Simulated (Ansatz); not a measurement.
## HgSe under changes of volume

One of the cells (28.067 Å³/atom); the others are scaled copies at fixed shape and fractional positions:

```
CELL_PARAMETERS angstrom
0.00000 3.03900 3.03900
3.03900 0.00000 3.03900
3.03900 3.03900 0.00000
ATOMIC_POSITIONS crystal
Hg 0.00000 0.00000 0.00000
Se 0.75000 0.75000 0.75000
```

- Program: Ansatz 0.2.0
- Functional: LDA
- Potentials or basis: all-electron LAPW, relativistic spinors
- Cutoff: 278 eV (chosen from the basis error)
- Basis error allowed: 0.001 eV/atom
- k mesh: 6 × 6 × 6
- Occupations: gaussian, width 0.1 eV
- Spin: spin-orbit coupling, no magnetisation

```csv
volume (Å³/atom),energy over the lowest point (meV/atom),pressure (GPa)
26.383,?,?
26.944,3.00,1.5
27.505,0.00,0.2
28.067,1.34,-0.9
28.628,6.52,-2.0
29.189,15.08,-2.9
29.751,26.65,-3.7
```

Problem. What does the run at 26.383 Å³/atom give?

Solution. Energy over the lowest point 10.88 meV/atom; pressure 3.0 GPa.

Worked out: A Birch-Murnaghan fit of order 3 (a polynomial in V^(-2/3)) to the other rows has its minimum at 27.60 Å³/atom with B0 = V·E''(V) = 60 GPa and B' = 5.1. It gives 10.92 meV/atom at 26.383 Å³/atom, against the run's 10.88, and -dE/dV = 3.0 GPa, against 3.0.

Energies are extrapolated to zero smearing.

Caveats: the k mesh is thin for a metal, which can move the energy by tens of meV per atom.
